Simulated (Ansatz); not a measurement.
# HfC (antiNiAs): a single-point run

Wanted: a converged single-point run for HfC (antiNiAs), and a check of what comes out. The structure is shown as the input types it.

Computed with Ansatz 0.2.0 (DFT PBE, scalar-relativistic, plane waves, PAW, unless a step's input says otherwise).

1 further run of the same task is left out (it didn't finish). Runs told in other sessions of the task aren't counted.

## (1) The structure to begin with

The structure is hexagonal, space group P6_3/mmc (No. 194). Conventional cell: a = 6.293 Å, b = 6.293 Å, c = 9.879 Å, α = 90.00°, β = 90.00°, γ = 120.00°. Hf (site symmetry -6m2) is surrounded by 6 C at 4.39 Å. C (site symmetry -3m) is surrounded by 6 Hf at 4.39 Å.

Coordinates:

```cif
data_structure
_symmetry_space_group_name_H-M 'P 1'
_symmetry_Int_Tables_number 1
_cell_length_a 6.2927
_cell_length_b 6.2927
_cell_length_c 9.8785
_cell_angle_alpha 90.000
_cell_angle_beta 90.000
_cell_angle_gamma 120.000
_cell_volume 338.76
loop_
_atom_site_label
_atom_site_type_symbol
_atom_site_fract_x
_atom_site_fract_y
_atom_site_fract_z
_atom_site_occupancy
Hf1 Hf 0.33333 0.66667 0.25000 1
Hf2 Hf 0.66667 0.33333 0.75000 1
C1 C 0.00000 0.00000 0.00000 1
C2 C 0.00000 0.00000 0.50000 1
```

## (2) Input and run

Contents of input.yaml:

```yaml
crystal:
  lattice:
    - [6.29266124, 0.0, 0.0]
    - [-3.14633062, 5.44960449, 0.0]
    - [0.0, 0.0, 9.8785257]
  atoms:
    - { symbol: Hf, position: [0.3333333333333, 0.6666666666667, 0.25] }
    - { symbol: Hf, position: [0.6666666666667, 0.3333333333333, 0.75] }
    - { symbol: C, position: [0.0, 0.0, 0.0] }
    - { symbol: C, position: [0.0, 0.0, 0.5] }
basis:
  ecutwfc: 420
  ecutrho_ratio: 4
kpoints:
  mp_grid: { grid: [12, 12, 8] }
hamiltonian:
  xc: pbe
scf:
  occupations: { method: gaussian, width: 0.05 }
  max_iter: 75
output:
  forces: true
  stress: true
```

Started as:

```bash
$ ansatz run input.yaml --threads 2 --pin off --max-ram 2662MiB --backend cpu --events-out ev --progress --plain --runs-dir out
```

**Question.** How will this run end, and is anything wrong with its input?

The program finished normally. Convergence says nothing about whether the input makes sense.

Lengths in bohr were typed where ångström are read, so every distance is 1.89 times too long and the bonds are broken. The shortest distance in the input is 4.39 Å, between atoms 1 (Hf) and 3 (C).

Fix: convert the lengths to the unit that the input reads.
